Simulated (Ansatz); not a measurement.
ZnSe, h-MgO type (no longer in that coordination) (r2SCAN geometry), in Ansatz:

```cif
data_structure
_symmetry_space_group_name_H-M 'P6_3/mmc'
_symmetry_Int_Tables_number 194
_cell_length_a 4.1514
_cell_length_b 4.1514
_cell_length_c 6.1747
_cell_angle_alpha 90.000
_cell_angle_beta 90.000
_cell_angle_gamma 120.000
_cell_volume 92.16
loop_
_atom_site_label
_atom_site_type_symbol
_atom_site_symmetry_multiplicity
_atom_site_Wyckoff_symbol
_atom_site_fract_x
_atom_site_fract_y
_atom_site_fract_z
_atom_site_occupancy
Zn1 Zn 2 c 0.33333 0.66667 0.25000 1
Se1 Se 2 d 0.66667 0.33333 0.25000 1
```

G0W0@PBE with 346 empty bands, a screening cutoff of 140 eV and a 6×6×2 mesh (PAW, contour deformation) gives 1.215 eV over the mesh points, from a PBE gap of 0.336 eV; it sums over 374 bands with 317 plane waves in the screening and a wave cutoff of 420 eV. No extrapolation in bands, cutoff or mesh was made for G0W0. Note: simulated data, non-magnetic, for a generated structure that need not be the stable one.

Task: Estimate the gap with mesh 6×6×4, empty bands 149, screening cutoff 80 eV.

Result: 1.276 eV (+0.061 eV), from a Kohn-Sham gap of 0.339 eV.

Task: Estimate the gap with frequency model Godby-Needs pole.

Result: 1.287 eV (+0.072 eV), from a Kohn-Sham gap of 0.336 eV.

Spin-orbit coupling is left out.

With a shallow d shell on the cation, G0W0 converges slowly in bands and cutoff, so these values are in doubt.
